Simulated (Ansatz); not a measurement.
# Sb under pressure: fit and missing row

Sb, P6_3/mmc, a = 3.358 Å, c = 5.546 Å. This isn't the element's structure at ambient conditions. Ansatz: r2SCAN, PAW, 500 eV, Γ-centred 12×12×8 mesh on 2 atoms, Gaussian smearing 0.10 eV; no spin polarisation. Cell and atoms are relaxed at each pressure, and no other structure is tried, so the rows at high pressure may lie past a change of phase.

```
V (Å³/atom) P (GPa)
          ?    89.98
     18.962    49.99
     21.427    25.00
     23.605    11.98
     25.643     4.00
     26.688     1.00
     27.085     0.02
     27.537    -1.00
```

Problem. Take V0 = 27.085 Å³/atom, count pressures from its P0 = 0.02 GPa, fit the third-order Birch–Murnaghan form to the other rows, and predict the missing volume.

Solution. With the Eulerian strain f = ½[(V0/V)^(2/3) − 1] and y = (P − P0)/[3f(1 + 2f)^(5/2)], the form is the line y = B0 + 1.5 B0 (B0′ − 4) f. Rows (f, y): 0.13416, 68.5; 0.08454, 66.6; 0.04801, 66.0; 0.01857, 65.2; 0.00495, 64.4; -0.00549, 63.7. Means f = 0.04746, y = 65.733; Σ(Δf)² = 0.01434, ΣΔfΔy = 0.4519; the slope is their ratio. y = 64.24 + 31.52 f GPa, so B0 = 64.2 GPa and B0′ = 4 + 2 × (31.52)/(3 × 64.24) = 4.33. P = 89.98 GPa is met at f = 0.19048 (y = 70.24), so V = V0 (1 + 2f)^(−3/2) = 16.690 Å³/atom. The run gave 16.710 Å³/atom, so the fit is 0.020 Å³/atom too low, 0.18 % of the span of the series, against an rms of 0.008 Å³/atom on the fitted rows. The row lies outside the fitted range. A fourth-order term fitted to the same rows gives P = 88.84 GPa at this row's volume (the line 89.52, the run 89.98), no gain. Also, this row ran on the mesh 18×18×10, its neighbour on 18×18×8, which can shift it a little.

The mesh isn't the same in all rows (12×12×8, 18×18×8, 18×18×10).